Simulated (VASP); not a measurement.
Set up this calculation in VASP 6.6.1, as the native input.

```yaml
Task: single point
Functional: LDA
Potentials_or_basis: VASP PAW LDA potentials, release 64 (Fe, O)
Cutoff: 520 eV
k_mesh: 8 × 8 × 8
Occupations: fermi-dirac, width 0.05 eV
Spin: collinear spin, ferromagnetic start
Starting_moments: "[3.0, 3.0, 0.0, 0.0] μB"
Supercell_matrix: "[1, 1, 0, -1, 1, 0, 0, 0, 1]"
Further_INCAR_settings: ALGO = Normal; EDIFF = 1e-07
```

The structure of FeO (Wuestite) lies in POSCAR:

```
FeO
1.0
    2.1554000000      2.1554000000      4.3108000000
    2.1554000000     -2.1554000000      0.0000000000
    2.1554000000      2.1554000000      0.0000000000
Fe O
2 2
Direct
    0.0000000000      0.0000000000      0.0000000000
    0.5000000000      0.5000000000      0.0000000000
    0.5000000000      0.0000000000      0.5000000000
    0.0000000000      0.5000000000      0.5000000000
```

These files were run (other wordings do the same):

INCAR

```
SYSTEM = FeO
PREC = Accurate
ENCUT = 520
EDIFF = 1E-7
ISMEAR = -1
SIGMA = 0.05
LREAL = .False.
LASPH = .True.
NELM = 120
ALGO = Normal
ISIF = 2
LWAVE = .False.
LCHARG = .False.
ISPIN = 2
MAGMOM = 3 3 0 0
LORBIT = 11
LMAXMIX = 4
GGA = CA
```

KPOINTS

```
regular mesh
0
Gamma
  8 8 8
  0 0 0
```

Potentials or basis: VASP PAW LDA potentials, release 64 (Fe, O).

Launch:

```sh
$ cat potpaw_LDA.64/Fe/POTCAR potpaw_LDA.64/O/POTCAR > POTCAR
$ mpirun -np 1 vasp_std > vasp.out
```

It gave:

```
Pressure                                              : -15.3 GPa
Band gap on the k mesh                                : none (metal or under the smearing width)
Net moment                                            : 7.98 μB per cell
Site moments                                          : Fe +3.57; O +0.32 μB
Valence electrons inside the program's atomic spheres : Fe 6.76; O 4.95
```

Caveat: semilocal functionals often make such compounds metallic where correlation or magnetic order opens a gap, which also shifts bond lengths; only a ferromagnetic start was run, and an antiferromagnetic order may lie lower in energy.

Wall time 100 s on 1 thread of Intel(R) Xeon(R) Platinum 8488C (Sapphire Rapids), with other jobs on the host, peak memory 0.21 GiB.
